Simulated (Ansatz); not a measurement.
# C: the cost of one run

Program: Ansatz 0.2.0. Level of theory: DFT PBE, scalar-relativistic, plane waves, PAW. These are calculated values, not measurements.

### Step 1. The starting structure

It takes space group Fd-3m (No. 227, cubic). Conventional cell: a = 8.029 Å, b = 8.029 Å, c = 8.029 Å, α = 90.00°, β = 90.00°, γ = 90.00°. C (site symmetry 3m) has 4 C at 1.47 to 1.68 Å as nearest neighbours.

Structure file:

```cif
data_structure
_symmetry_space_group_name_H-M 'Fd-3m:1'
_symmetry_Int_Tables_number 227
_cell_length_a 8.0286
_cell_length_b 8.0286
_cell_length_c 8.0286
_cell_angle_alpha 90.000
_cell_angle_beta 90.000
_cell_angle_gamma 90.000
_cell_volume 517.51
loop_
_atom_site_label
_atom_site_type_symbol
_atom_site_symmetry_multiplicity
_atom_site_Wyckoff_symbol
_atom_site_fract_x
_atom_site_fract_y
_atom_site_fract_z
_atom_site_occupancy
C1 C 32 e 0.06458 0.93542 0.43542 1
```

Recipe of the guess: 4-connected net of one element (Fd-3m, No. 227). Lengths come from tabulated atomic sizes and are only a guess.

### Step 2. The guess as it stands, on a coarse mesh

input.yaml reads:

```yaml
crystal:
  lattice:
    - [0.0, 4.01430264, 4.01430264]
    - [4.01430264, 0.0, 4.01430264]
    - [4.01430264, 4.01430264, 0.0]
  atoms:
    - { symbol: C, position: [0.80625302, 0.06458233, 0.06458233] }
    - { symbol: C, position: [0.18541767, 0.18541767, 0.18541767] }
    - { symbol: C, position: [0.18541767, 0.18541767, 0.44374698] }
    - { symbol: C, position: [0.18541767, 0.44374698, 0.18541767] }
    - { symbol: C, position: [0.06458233, 0.80625302, 0.06458233] }
    - { symbol: C, position: [0.06458233, 0.06458233, 0.06458233] }
    - { symbol: C, position: [0.06458233, 0.06458233, 0.80625302] }
    - { symbol: C, position: [0.44374698, 0.18541767, 0.18541767] }
basis:
  ecutwfc: 420
kpoints:
  mp_grid: { grid: [4, 4, 4] }
hamiltonian:
  xc: pbe
scf:
  occupations: { method: gaussian, width: 0.1 }
  lower_state_search: "off"
output:
  forces: true
  stress: true
  eigenvalues: true
```

On the command line:

```
> ansatz run input.yaml --threads 1 --pin off --max-ram 2048MiB --backend cpu --events-out ev --progress --plain --runs-dir out
```

**Question.** How long does this run take on 1 thread of Arm Neoverse V1, shared host, and how much memory does it need?

About 1.9 s, with a peak of 0.32 GiB.
